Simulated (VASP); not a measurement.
# MnO2 (P4_2/mnm) in VASP: a series of runs, part 3 of 3

VASP 6.6.1. Earlier steps stand in the parts before.

## (4) Relaxation of cell and atoms, TPSS, collinear spin, ferromagnetic start

Input file INCAR:

```
PREC = Accurate ; ENCUT = 600
EDIFF = 1E-6 ; ISMEAR = 0
SIGMA = 0.05 ; LREAL = F
LASPH = T ; NELM = 120
ALGO = Normal ; ISIF = 3
LWAVE = F ; LCHARG = F
ISPIN = 2 ; MAGMOM = 4 4 0 0 0 0
LORBIT = 11 ; LMAXMIX = 4
METAGGA = TPSS ; LMIXTAU = T
IBRION = 2 ; NSW = 40
EDIFFG = -0.01
```

Input file KPOINTS:

```
regular mesh
0
Gamma
  6 6 9
```

Input file POSCAR:

```
MnO2
1.0
    4.4004184607      0.0000000000      0.0000000000
    0.0000000000      4.4004184607      0.0000000000
    0.0000000000      0.0000000000      2.8670779400
Mn O
2 4
Direct
    0.5000000000      0.5000000000      0.5000000000
    0.0000000000      0.0000000000      0.0000000000
    0.8049161500      0.1950838500      0.5000000000
    0.6950838500      0.6950838500      0.0000000000
    0.1950838500      0.8049161500      0.5000000000
    0.3049161500      0.3049161500      0.0000000000
```

Potentials or basis: VASP PAW PBE potentials, release 64 (Mn_pv, O).

Launch:

```sh
$ cat potpaw_PBE.64/Mn_pv/POTCAR potpaw_PBE.64/O/POTCAR > POTCAR
$ mpirun -np 1 vasp_std > vasp.out
```

OUTCAR:

```text
PREC = Accurate
   ENCUT = 600
   EDIFF = 1E-6
   ISMEAR = 0
   LREAL = F
   LASPH = T
   NELM = 120
   ISIF = 3
   ISPIN = 2
   LORBIT = 11
   METAGGA = TPSS
   IBRION = 2
   NSW = 40
   EDIFFG = -0.01

 ion  position               nearest neighbor table
   1  0.500  0.500  0.500-   4 1.88   6 1.88   4 1.88   6 1.88   5 1.90   3 1.90
   2  0.000  0.000  0.000-   3 1.88   5 1.88   3 1.88   5 1.88   4 1.90   6 1.90
   3  0.805  0.195  0.500-   2 1.88   2 1.88   1 1.90
   4  0.695  0.695  0.000-   1 1.88   1 1.88   2 1.90
   5  0.195  0.805  0.500-   2 1.88   2 1.88   1 1.90
   6  0.305  0.305  0.000-   1 1.88   1 1.88   2 1.90

  LATTYP: Found a simple tetragonal cell.
 ALAT       =     4.4004184607
 C/A-ratio  =     0.6515466576

  Lattice vectors:

 A1 = (   4.4004184607,   0.0000000000,   0.0000000000)
 A2 = (   0.0000000000,   4.4004184607,   0.0000000000)
 A3 = (   0.0000000000,   0.0000000000,   2.8670779400)

Analysis of symmetry for initial positions (statically):
=====================================================================
 Subroutine PRICEL returns:
 Original cell was already a primitive cell.

 Routine SETGRP: Setting up the symmetry group for a
 simple tetragonal supercell.

 Subroutine GETGRP returns: Found 16 space group operations
 (whereof  8 operations were pure point group operations)
 out of a pool of 16 trial point group operations.

The static configuration has the point symmetry D_2h.
 The point group associated with its full space group is D_4h.

Analysis of symmetry for dynamics (positions and initial velocities):
=====================================================================
 Subroutine PRICEL returns:
 Original cell was already a primitive cell.

 Routine SETGRP: Setting up the symmetry group for a
 simple tetragonal supercell.

 Subroutine GETGRP returns: Found 16 space group operations
 (whereof  8 operations were pure point group operations)
 out of a pool of 16 trial point group operations.

The dynamic configuration has the point symmetry D_2h.
 The point group associated with its full space group is D_4h.

Analysis of structural, dynamic, and magnetic symmetry:
=====================================================================
 Subroutine PRICEL returns:
 Original cell was already a primitive cell.

 Routine SETGRP: Setting up the symmetry group for a
 simple tetragonal supercell.

 Subroutine GETGRP returns: Found 16 space group operations
 (whereof  8 operations were pure point group operations)
 out of a pool of 16 trial point group operations.

The overall configuration has the point symmetry D_2h.
 The point group associated with its full space group is D_4h.

 Subroutine INISYM returns: Found 16 space group operations
 (whereof  8 operations are pure point group operations),
 and found     1 'primitive' translations

----------------------------------------------------------------------------------------

                                     Primitive cell

  volume of cell :      55.5172

  direct lattice vectors                    reciprocal lattice vectors
     4.400418461  0.000000000  0.000000000     0.227251115  0.000000000  0.000000000
     0.000000000  4.400418461  0.000000000     0.000000000  0.227251115  0.000000000
     0.000000000  0.000000000  2.867077940     0.000000000  0.000000000  0.348787170

  length of vectors
     4.400418461  4.400418461  2.867077940     0.227251115  0.227251115  0.348787170

[... 85 lines left out ...]
   LASPH  =      T    aspherical Exc in radial PAW
   ENCUT  =  600.0 eV  44.10 Ry    6.64 a.u.   8.79  8.79  5.73*2*pi/ulx,y,z
   NELM   =    120;   NELMIN=  2; NELMDL= -5     # of ELM steps
   EDIFF  = 0.1E-05   stopping-criterion for ELM
   LREAL  =      F    real-space projection
   EDIFFG = -.1E-01   stopping-criterion for IOM
   NSW    =     40    number of steps for IOM
   IBRION =      2    ionic relax: 0-MD 1-quasi-New 2-CG
   NFREE  =      1    steps in history (QN), initial steepest desc. (CG)
   ISIF   =      3    stress and relaxation
   ISYM   =      2    0-nonsym 1-usesym 2-fastsym
   POTIM  = 0.5000    time-step for ionic-motion
   TEBEG  =    0.0;   TEEND  =   0.0 temperature during run
   PSTRESS=    0.0 pullay stress
   NELECT =      50.0000    total number of electrons
   NUPDOWN=      -1.0000    fix difference up-down
   EMIN   =  10.00;   EMAX   =-10.00  energy-range for DOS
   EFERMI =   0.00;   METHOD = LEGACY
   ISMEAR =     0;   SIGMA  =   0.05  broadening in eV -4-tet -1-fermi 0-gaus
   EFERMI_NEDOS =   21; number of points for ismear=-14 and -15
   IALGO  =     38    algorithm
   IMIX   =      4    mixing-type and parameters
     AMIX     =   0.40;   BMIX     =  1.00
     AMIX_MAG =   1.60;   BMIX_MAG =  1.00
  volume/ion in A,a.u.               =       9.25        62.44
  Fermi-wavevector in a.u.,A,eV,Ry     =   1.580965  2.987591 34.007101  2.499451
  Thomas-Fermi vector in A             =   2.681113
   LORBIT       =     11    0 simple, 1 ext, 2 COOP (PROOUT), +10 PAW based schemes
   METAGGA = TPSS    functional components
   LHFCALC =     F    Hartree Fock is set to
   AEXX    =    0.0000 exact exchange contribution
   IVDW    =     0    specifies the selected vdW correction
   LEPSILON=     F    determine dielectric tensor
   LRPA    =     F    only Hartree local field effects (RPA)
 conjugate gradient relaxation of ions
 spin polarized calculation
 Gauss-broadening in eV      SIGMA  =   0.05
  energy-cutoff  :      600.00
  volume of cell :       55.52
 maximum number of plane-waves:      1883
 NGX is ok and might be reduce to    36
   NGX = 17   NGY = 17   NGZ = 11

--------------------------------------- Ionic step        1  -------------------------------------------

 number of electron      49.9999968 magnetization       5.9999680

 Free energy of the ion-electron system (eV)
  ---------------------------------------------------
  ext. energy  EPLUGINS =         0.00000000
  ---------------------------------------------------
  free energy    TOTEN  =       -71.93164910 eV

  energy without entropy =      -71.93163504  energy(sigma->0) =      -71.93164207

------------------------ aborting loop because EDIFF is reached ----------------------------------------

  FORCE on cell =-STRESS in cart. coord.  units (eV):
  Direction    XX          YY          ZZ          XY          YZ          ZX
  --------------------------------------------------------------------------------------
  -------------------------------------------------------------------------------------
  Total        1.1984696      1.1984696      1.3165423      0.0000000      0.0000000      0.0000000
  in kB       34.5867822     34.5867822     37.9942553      0.0000000      0.0000000      0.0000000
  external PRESSURE =      35.7226065 kB  Pullay stress =       0.0000000 kB
[... 147 lines left out ...]
--------------------------------------- Ionic step        5  -------------------------------------------

 number of electron      49.9999971 magnetization       6.0000115

 Free energy of the ion-electron system (eV)
  ---------------------------------------------------
  ext. energy  EPLUGINS =         0.00000000
  ---------------------------------------------------
  free energy    TOTEN  =       -71.94025327 eV

  energy without entropy =      -71.94020154  energy(sigma->0) =      -71.94022740

 E-fermi :   4.9460     XC(G=0): -12.5233

 val. band max:        4.8813404722   @ k =   0.5000   0.5000   0.0000
 cond. band min:       4.9893483989   @ k =   0.0000   0.0000   0.0000
 fundamental gap:      0.1080079266
 Fermi energy:         4.9459539716

 spin component 1

 k-point     1 :       0.0000    0.0000    0.0000
  band No.  band energies     occupation
      1     -46.4147      1.00000
      2     -46.4077      1.00000
      3     -46.3459      1.00000
      4     -46.3459      1.00000
      5     -46.2659      1.00000
      6     -46.2659      1.00000
[... 877 lines left out ...]
     33      16.1956      0.00000
     34      16.1956      0.00000

 [... further k-points ...]

 spin component 2

 k-point     1 :       0.0000    0.0000    0.0000
  band No.  band energies     occupation
      1     -43.3098      1.00000
      2     -43.3008      1.00000
      3     -43.2510      1.00000
      4     -43.2510      1.00000
      5     -43.1563      1.00000
      6     -43.1563      1.00000
[... 912 lines left out ...]
  FREE ENERGIE OF THE ION-ELECTRON SYSTEM (eV)
  ---------------------------------------------------
  free  energy   TOTEN  =       -71.9402532661 eV

  energy  without entropy=      -71.9402015367  energy(sigma->0) =      -71.94022740

 reached required accuracy - stopping structural energy minimisation

 total charge

# of ion       s       p       d       tot
------------------------------------------
    1        0.345   6.450   4.893  11.687
    2        0.345   6.450   4.893  11.687
    3        1.548   3.451   0.000   4.999
    4        1.548   3.451   0.000   4.999
    5        1.548   3.451   0.000   4.999
    6        1.548   3.451   0.000   4.999
--------------------------------------------------
tot          6.882  26.704   9.786  43.372

 magnetization (x)

# of ion       s       p       d       tot
------------------------------------------
    1        0.009   0.027   2.674   2.710
    2        0.009   0.027   2.674   2.710
    3        0.000   0.097   0.000   0.098
    4        0.000   0.097   0.000   0.098
    5        0.000   0.097   0.000   0.098
    6        0.000   0.097   0.000   0.098
--------------------------------------------------
tot          0.020   0.443   5.348   5.812
```

Wall time 29 min (1 thread of Intel Xeon Platinum 8559C (Emerald Rapids), shared host); peak memory 0.33 GiB.

What came out:

```
Free energy                                           : -71.9403 eV
Relaxed volume                                        : 9.39 Å³/atom
Relaxed cell                                          : a = 4.424 Å, b = 4.424 Å, c = 2.879 Å, α = 90.00°, β = 90.00°, γ = 90.00°
Space group after relaxing (to 0.05 Å)                : P4_2/mnm (No. 136)
Energy gained by relaxing                             : 1.4 meV/atom
Ionic steps                                           : 5
Pressure after relaxing                               : -0.1 GPa
Largest force after relaxing                          : 0.008 eV/Å
Band gap on the k mesh                                : 0.11 eV, indirect (least direct gap 0.15 eV)
Net moment                                            : 6.00 μB per cell
Site moments                                          : Mn +2.71; O +0.10 μB
Valence electrons inside the program's atomic spheres : Mn 11.69; O 5.00
```

Forces on the atoms (eV/Å):
```
Mn   0.000  0.000  0.000
Mn   0.000  0.000  0.000
O   -0.006  0.006  0.000
O    0.006  0.006  0.000
O    0.006 -0.006  0.000
O   -0.006 -0.006  0.000
```

Step by step:
```csv
step,energy change (eV),largest force (eV/Å),pressure (GPa),volume (Å³)
1,0.0000,0.0444,3.57,55.52
2,0.0036,0.1506,-3.90,57.19
3,-0.0083,0.0476,0.10,56.27
4,-0.0083,0.0496,-0.07,56.28
5,-0.0086,0.0081,-0.05,56.34
```

Final structure:
```xyz
6
Lattice="4.4237 0.0000 0.0000 0.0000 4.4237 0.0000 0.0000 0.0000 2.8789" Properties=species:S:1:pos:R:3 pbc="T T T"
Mn    2.2119    2.2119    1.4394
Mn    4.4237    0.0000    0.0000
O     3.5614    0.8623    1.4394
O     3.0741    3.0741    0.0000
O     0.8623    3.5614    1.4394
O     1.3496    1.3496    2.8789
```

Caveat: the PAW data sets were made with another functional, which shifts forces and pressure a little; an odd mesh through Γ misses points on the zone boundary, where band edges often lie; only a ferromagnetic start was run, and an antiferromagnetic order may lie lower in energy. TPSS opens gaps a little over a GGA but as a rule still falls short of measured ones.

## (5) Relaxation of cell and atoms, r2SCAN+D4, collinear spin, ferromagnetic start

Input file INCAR:

```
PREC = Accurate
ENCUT = 600
EDIFF = 1E-6
ISMEAR = 0
SIGMA = 0.05
LREAL = F
LASPH = T
NELM = 100
ALGO = Normal
ISIF = 3
LWAVE = F
LCHARG = F
ISPIN = 2
MAGMOM = 4 4 0 0 0 0
LORBIT = 11
LMAXMIX = 4
METAGGA = R2SCAN
LMIXTAU = T
IVDW = 13
VDW_S6 = 1.0
VDW_S8 = 0.6018749
VDW_A1 = 0.51559235
VDW_A2 = 5.77342911
IBRION = 2
NSW = 60
EDIFFG = -0.01
```

KPOINTS is that of step 4.

POSCAR is that of step 4.

Potentials or basis: VASP PAW PBE potentials, release 64 (Mn_pv, O).

Launch:

```sh
$ cat potpaw_PBE.64/Mn_pv/POTCAR potpaw_PBE.64/O/POTCAR > POTCAR
$ mpirun -np 1 vasp_std > vasp.out
```

OUTCAR:

```text
PREC = Accurate
   ENCUT = 600
   EDIFF = 1E-6
   ISMEAR = 0
   LREAL = F
   LASPH = T
   NELM = 100
   ISIF = 3
   ISPIN = 2
   LORBIT = 11
   METAGGA = R2SCAN
   IVDW = 13
   IBRION = 2
   NSW = 60
   EDIFFG = -0.01

 ion  position               nearest neighbor table
   1  0.500  0.500  0.500-   4 1.88   6 1.88   4 1.88   6 1.88   5 1.90   3 1.90
   2  0.000  0.000  0.000-   3 1.88   5 1.88   3 1.88   5 1.88   4 1.90   6 1.90
   3  0.805  0.195  0.500-   2 1.88   2 1.88   1 1.90
   4  0.695  0.695  0.000-   1 1.88   1 1.88   2 1.90
   5  0.195  0.805  0.500-   2 1.88   2 1.88   1 1.90
   6  0.305  0.305  0.000-   1 1.88   1 1.88   2 1.90

  LATTYP: Found a simple tetragonal cell.
 ALAT       =     4.4004184607
 C/A-ratio  =     0.6515466576

  Lattice vectors:

 A1 = (   4.4004184607,   0.0000000000,   0.0000000000)
 A2 = (   0.0000000000,   4.4004184607,   0.0000000000)
 A3 = (   0.0000000000,   0.0000000000,   2.8670779400)

Analysis of symmetry for initial positions (statically):
=====================================================================
 Subroutine PRICEL returns:
 Original cell was already a primitive cell.

 Routine SETGRP: Setting up the symmetry group for a
 simple tetragonal supercell.

 Subroutine GETGRP returns: Found 16 space group operations
 (whereof  8 operations were pure point group operations)
 out of a pool of 16 trial point group operations.
[... 412 lines left out ...]

 number of electron      49.9999966 magnetization       6.0000617

 Free energy of the ion-electron system (eV)
  ---------------------------------------------------
  ext. energy  EPLUGINS =         0.00000000
  ---------------------------------------------------
  free energy    TOTEN  =       -65.41370796 eV

  energy without entropy =      -65.41370229  energy(sigma->0) =      -65.41370512

 E-fermi :   4.9863     XC(G=0): -12.9007

 val. band max:        4.9036674571   @ k =   0.0000   0.0000   0.0000
 cond. band min:       5.0689371318   @ k =   0.0000   0.0000   0.0000
 fundamental gap:      0.1652696747
 Fermi energy:         4.9863093645

 spin component 1

 k-point     1 :       0.0000    0.0000    0.0000
  band No.  band energies     occupation
      1     -47.9059      1.00000
      2     -47.8981      1.00000
      3     -47.8545      1.00000
      4     -47.8545      1.00000
      5     -47.8018      1.00000
      6     -47.8018      1.00000
[... 877 lines left out ...]
     33      17.1381      0.00000
     34      17.1381      0.00000

 [... further k-points ...]

 spin component 2

 k-point     1 :       0.0000    0.0000    0.0000
  band No.  band energies     occupation
      1     -43.9267      1.00000
      2     -43.9161      1.00000
      3     -43.8600      1.00000
      4     -43.8600      1.00000
      5     -43.7923      1.00000
      6     -43.7923      1.00000
[... 916 lines left out ...]
  FREE ENERGIE OF THE ION-ELECTRON SYSTEM (eV)
  ---------------------------------------------------
  free  energy   TOTEN  =       -65.9353982794 eV

  energy  without entropy=      -65.9353926037  energy(sigma->0) =      -65.93539544

 reached required accuracy - stopping structural energy minimisation

 total charge

# of ion       s       p       d       tot
------------------------------------------
    1        0.384   6.473   4.833  11.691
    2        0.384   6.473   4.833  11.691
    3        1.570   3.506   0.000   5.076
    4        1.570   3.506   0.000   5.076
    5        1.570   3.506   0.000   5.076
    6        1.570   3.506   0.000   5.076
--------------------------------------------------
tot          7.049  26.970   9.667  43.686

 magnetization (x)

# of ion       s       p       d       tot
------------------------------------------
    1        0.016   0.028   2.759   2.803
    2        0.016   0.028   2.759   2.803
    3        0.001   0.056   0.000   0.057
    4        0.001   0.056   0.000   0.057
    5        0.001   0.056   0.000   0.057
    6        0.001   0.056   0.000   0.057
--------------------------------------------------
tot          0.036   0.280   5.519   5.834
```

Wall time 50 min (1 thread of Intel Xeon Platinum 8559C (Emerald Rapids), shared host); peak memory 0.35 GiB.

What came out:

| Item | Value |
| --- | --- |
| Free energy | -65.9354 eV |
| Relaxed volume | 9.20 Å³/atom |
| Relaxed cell | a = 4.390 Å, b = 4.390 Å, c = 2.864 Å, α = 90.00°, β = 90.00°, γ = 90.00° |
| Space group after relaxing (to 0.05 Å) | P4_2/mnm (No. 136) |
| Energy gained by relaxing | 0.3 meV/atom |
| Ionic steps | 11 |
| Pressure after relaxing | -0.1 GPa |
| Largest force after relaxing | 0.009 eV/Å |
| Band gap on the k mesh | 0.17 eV, direct |
| Net moment | 6.00 μB per cell |
| Site moments | Mn +2.80; O +0.06 μB |
| Valence electrons inside the program's atomic spheres | Mn 11.69; O 5.08 |
| Dispersion energy per atom | -0.087 eV |

Forces on the atoms (eV/Å):
```
Mn   0.000  0.000  0.000
Mn   0.000  0.000  0.000
O    0.007 -0.007  0.000
O   -0.007 -0.007  0.000
O   -0.007  0.007  0.000
O    0.007  0.007  0.000
```

Step by step:
```
step  energy change (eV)  largest force (eV/Å)  pressure (GPa)  volume (Å³)
   1              0.0000                0.0245           -1.57        55.52
   2              0.0012                0.0689            2.05        54.79
   3             -0.0015                0.0143           -0.06        55.21
   4             -0.0015                0.0157           -0.04        55.20
   5             -0.0015                0.0176            0.05        55.18
   6             -0.0015                0.0159            0.12        55.19
   7             -0.0015                0.0126           -0.31        55.24
   8             -0.0016                0.0012           -0.17        55.22
   9             -0.0016                0.0112           -0.02        55.18
  10             -0.0016                0.0071           -0.19        55.20
  11             -0.0016                0.0093           -0.10        55.19
```

Final structure:
```
Mn O
1.0
     4.38960    0.00000    0.00000
     0.00000    4.38960    0.00000
     0.00000    0.00000    2.86421
Mn O
2 4
Direct
  0.50000 0.50000 0.50000
  0.00000 0.00000 0.00000
  0.80490 0.19510 0.50000
  0.69510 0.69510 0.00000
  0.19510 0.80490 0.50000
  0.30490 0.30490 0.00000
```

Caveat: the PAW data sets were made with another functional, which shifts forces and pressure a little; an odd mesh through Γ misses points on the zone boundary, where band edges often lie; only a ferromagnetic start was run, and an antiferromagnetic order may lie lower in energy. r2SCAN opens gaps a little over a GGA but as a rule still falls short of measured ones.

## (6) For comparison

An earlier run on the cell as given: functional PBE; potentials or basis VASP PAW PBE potentials, release 64 (Mn_pv, O); cutoff 520 eV; k mesh 6 × 6 × 9; occupations fermi-dirac, width 0.05 eV; collinear spin, ferromagnetic start; starting moments [4.0, 4.0, 0.0, 0.0, 0.0, 0.0] μB.

* Pressure: 7.0 GPa
* Largest force: 0.029 eV/Å
* Band gap on the k mesh: none (metal or under the smearing width)
* Net moment: 5.99 μB per cell
* Site moments: Mn +2.69; O +0.10 μB
* Valence electrons inside the program's atomic spheres: Mn 11.72; O 5.04

## (7) The runs side by side

| task | level | cell | cutoff (eV) | smearing | gap on the mesh (eV) | pressure (GPa) | moment (μB) | relaxed volume (Å³/atom) | largest force (eV/Å) |
| --- | --- | --- | --- | --- | --- | --- | --- | --- | --- |
| single point | PBE | as given | 520 | fermi-dirac 0.05 eV | none | 7.0 | 5.99 | - | 0.03 |
| relaxation of cell and atoms | r2SCAN | relaxed | 600 | gaussian 0.05 eV | 0.13 | 0.0 | 6.00 | 9.25 | - |
| relaxation of cell and atoms | TPSS | relaxed | 600 | gaussian 0.05 eV | 0.11 | -0.1 | 6.00 | 9.39 | 0.01 |
| relaxation of cell and atoms | r2SCAN+D4 | relaxed | 600 | gaussian 0.05 eV | 0.17 | -0.1 | 6.00 | 9.20 | 0.01 |

Alike in all rows: potentials or basis VASP PAW PBE potentials, release 64 (Mn_pv, O); spin collinear, ferromagnetic start; k mesh 6 × 6 × 9.

Caveats: only a ferromagnetic start was run, and an antiferromagnetic order may lie lower in energy; the PAW data sets were made with another functional, which shifts forces and pressure a little (some runs); an odd mesh through Γ misses points on the zone boundary, where band edges often lie (some runs); semilocal functionals often make such compounds metallic where correlation or magnetic order opens a gap, which also shifts bond lengths (some runs).

Absolute energies hang on the potentials; compare differences alone.
